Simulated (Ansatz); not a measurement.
# Na (Im-3m) in Ansatz: single point with PBEsol

Aim: the single point of Na with PBEsol.

Program: Ansatz 0.2.0. These are calculated values, not measurements. Logs are shortened: lines on timing, memory, paths and dates and some standing lists are left out, and cuts for length are marked.

### 1 The cell of the first run

It takes space group Im-3m (No. 229, cubic). The conventional cell has a = 4.282 Å, b = 4.282 Å, c = 4.282 Å, α = 90.00°, β = 90.00°, γ = 90.00°. Around Na (site symmetry m-3m) lie 8 Na at 3.71 Å.

### 2 Single point, PBEsol (strain_xy = 0)

File input.yaml:

```yaml
crystal:
  lattice:
    - [-2.141, 2.141, 2.141]
    - [2.141, -2.141, 2.141]
    - [2.141, 2.141, -2.141]
  atoms:
    - { symbol: Na, position: [0.0, 0.0, 0.0] }
kpoints:
  mp_grid: { grid: [9, 9, 9] }
scf:
  occupations: { method: fermi_dirac, width: 0.05 }
hamiltonian:
  xc: pbesol
  pseudopotentials: { kind: all_electron, lapw: { basis_error: 0.001 } }
output:
  forces: true
  stress: true
  eigenvalues: true
```

Potentials or basis: all-electron LAPW, scalar-relativistic.

Run with:

```console
$ ansatz run input.yaml --threads 1 --pin off --max-ram 3072MiB --backend cpu --events-out ev --progress --plain --runs-dir out
```

Log:

```text
Warning: RAYON_NUM_THREADS=1 ignored (pool sized by the plan → 1); use --threads N
LAPW: plane waves up to 4.432 Å⁻¹, error target 1.0e-3 eV per atom; small_component_spin mean_spin; Na in spheres of 1.854 Å, 9 of its electrons in bands, Dirac shells [] (how accurate: hamiltonian.pseudopotentials.lapw.basis_error, Limitations)
Engine: ansatz 0.2.0, x86_64-unknown-linux-gnu
Pseudopotentials: kind: all_electron
Pseudopotential: Na, LAPW, valence charge 9, lapw/all_electron/scalar/gaussian/Na, Koelling and Harmon's equation, gaussian nucleus
Functional definition: PBEsol
  exchange = pbesol_x
  correlation = pbesol_c
Crystal: 1 atoms, lattice volume = 39.256 Å³
Basis set: ecut = 74.84483763231601 eV, 55 PW (Γ), exchange–correlation at level 2
Bands: 9, of which v1, the nominal top of the filled ones, is band 5 counted from 1 (4 counted from 0)
Symmetry: 48 space group operations
Space group: Im-3m (ITA 229), of the structure as read, at distance tolerance 3.4e-5 Å
k-points: 35 of 729
Non-local potential: Na, projectors of the file, none
Initial density: superposition of atomic densities (chi_scale 0.1, normalization cell)
Initial wavefunctions: plane waves of lowest kinetic energy (no species holds an atomic orbital)
Functional: x = pbesol(κ = 0.804, μ = 0.12345679012345678), c = pbesol(β = 0.046)
iter 1 solved again at ethr=1.95e-5 eV; its pass at ethr=1.00e-1 eV (dr2=1.76e-3 eV) is discarded
SCF iter   1: F=—  HF=-4409.536718 eV  |F-HF|=—  |Δ(HF+E_count)|=         —  Δρ=1.84e-3  dr2=1.76e-3  ethr=1.95e-5  ⟨swp⟩=3.9  Hψ=2588  notcnv=0
preconditioner: auto → none  [insulator: Δε(μ)=0.191 eV  Ē_g=7.589 eV  σ=0.050 eV  W_gap=0.74  n_scr=12 (ndim 8)  ℏωp=5.9 eV  f_vac=0.000  D(μ)=0.38/eV (n_scr^D=0)  ε∞_Penn≈1.6]
SCF iter   2: F=—  HF=-4409.535385 eV  |F-HF|=—  |Δ(HF+E_count)|=   1.33e-3  Δρ=9.12e-4  dr2=4.30e-4  ethr=1.95e-5  ⟨swp⟩=2.0  Hψ=911  notcnv=0
iter 3 solved again at ethr=6.90e-8 eV; its pass at ethr=4.77e-6 eV (dr2=6.21e-6 eV) is discarded
SCF iter   3: F=—  HF=-4409.535324 eV  |F-HF|=—  |Δ(HF+E_count)|=   6.06e-5  Δρ=1.09e-4  dr2=6.21e-6  ethr=6.90e-8  ⟨swp⟩=2.0  Hψ=1527  notcnv=0
SCF iter   4: F=—  HF=-4409.535289 eV  |F-HF|=—  |Δ(HF+E_count)|=   3.51e-5  Δρ=8.12e-6  dr2=3.46e-8  ethr=6.90e-8  ⟨swp⟩=2.0  Hψ=911  notcnv=0
SCF iter   5: F=-4409.535289 eV  HF=-4409.535289 eV  |F-HF|=9.93e-10  |Δ(HF+E_count)|=   1.21e-7  Δρ=5.37e-7  dr2=1.54e-10  ethr=3.84e-10  ⟨swp⟩=2.2  Hψ=919  notcnv=0
SCF 1 converged in 5 iterations: F = -4409.535289 eV  dr2 = 1.54e-10
SCF converged after 5 iterations
Free energy (F): -4409.535289 eV
Harris-Foulkes:  -4409.535289 eV  (|F-HF|=9.93e-10)
Internal energy: -4409.531990 eV  (E = F + TS)
E sigma→0 (E₀):  -4409.533640 eV
Entropy (-TS):   -0.003299 eV (-3.299 meV/atom)
Fermi energy:    1.328691 eV
--- Per-component energies (eV) ---
  E_band       = -244.034886
  E_kinetic    = 4410.722163
  E_xc         = -379.596720
  E_electrostatic = -8440.657434  (all electrons and nuclei)
  E_smearing   = -0.003299  (= −TS)
  E_closure    = 0.000000  (closes the sum)
  E_atoms      = -4408.143572  (free atoms, spherical and without spin; not in F)
  Σ components = -4409.535289   (vs F -4409.535289, Δ=0.00e0)
  Basis errors (estimates in eV, not in F): energy 2.8e-4 per atom: plane waves 2.8e-4 (1.4e-4 summed), levels above the bands 8.1e-70, relativity 3.4e-9, radial functions 3.3e-6, core shells 3.7e-18; eigenvalues (radial functions only) 3.7e-3; not estimated: angular momenta, meshes, grids; target (lapw.basis_error) 1.0e-3; muffin-tin radii Na 1.854 Å
--- Forces (eV/Å), atoms counted from 1 ---
  atom   1  Na    -0.00000000    -0.00000000    -0.00000000
  max |Σ_I F_I| component: 1.23e-32 eV/Å
--- Stress (GPa, compression-positive) ---
       -0.545158      -0.000000       0.000000
       -0.000000      -0.545158       0.000000
        0.000000       0.000000      -0.545158
  P = ⅓ Tr σ = -0.5452 GPa (-5.452 kbar)
--- Band table (eV; the first three rows and the last of 35) ---
  k-point 0: bands = ["-51.4542", "-23.5253", "-23.5253", "-23.5253", "-1.8117", "12.6915", "12.6915", "12.6915", "13.6679"]
  k-point 1: bands = ["-51.4540", "-23.5288", "-23.5265", "-23.5253", "-1.6034", "10.5245", "11.6763", "11.9836", "12.4799"]
  k-point 2: bands = ["-51.4535", "-23.5374", "-23.5294", "-23.5253", "-0.9831", "7.7912", "10.5336", "11.0915", "11.3993"]
  k-point 34: bands = ["-51.4515", "-23.5465", "-23.5459", "-23.5459", "4.4610", "5.8601", "6.1261", "6.1261", "7.0808"]
```

It took 1.9 s on 1 thread of Intel Xeon at 2.50GHz (Skylake/Cascade Lake), shared host; peak memory 0.21 GiB.

Results:

| Quantity | Value |
| --- | --- |
| Free energy | -4409.5353 eV |
| Pressure | -0.5 GPa |
| Band gap on the k mesh | none (metal or under the smearing width) |
